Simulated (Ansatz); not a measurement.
# CdS (Hawleyite) in Ansatz: convergence with n extra bands

Input of the first run (n extra bands 1); the others differ in this setting and in those tied to it:

File input.yaml:

```yaml
crystal:
  lattice:
    - [0.0, 2.9165, 2.9165]
    - [2.9165, 0.0, 2.9165]
    - [2.9165, 2.9165, 0.0]
  atoms:
    - { symbol: Cd, position: [-0.010348, 0.022396, -0.0034] }
    - { symbol: S, position: [0.748708, 0.747111, 0.749745] }
kpoints:
  mp_grid: { grid: [5, 5, 5] }
scf:
  occupations: { method: fermi_dirac, width: 0.05 }
  n_extra_bands: 1
hamiltonian:
  xc: pbe
  pseudopotentials: { kind: all_electron, lapw: { basis_error: 0.001 } }
output:
  forces: true
  stress: true
  eigenvalues: true
```

Potentials or basis: all-electron LAPW, scalar-relativistic.

Run with:

```sh
$ ansatz run input.yaml --threads 1 --pin off --max-ram 3072MiB --backend cpu --events-out ev --progress --plain --runs-dir out
```

The cell isn't the ideal one: atoms moved at random, drawn with an rms of 0.05 Å.

Hardware: 1 thread of Arm Neoverse V1, on a shared host.

```
n extra bands  energy less the tightest run, at zero smearing (meV/atom)  SCF cycles  CPU time (s)  peak memory (GiB)
            1                                                       0.01           7            23               0.31
            2                                                       0.01           7            25               0.32
            4                                                       0.01           7            24               0.32
            8                                                       0.01           7            26               0.33
           16                                                       0.01           7            34               0.35
           32                                                       0.00           7            53                0.4
```

Against the tightest run, the energy stays within 1 meV/atom from 1 on. The tightest run that finished is the yardstick and may itself not be fully converged.
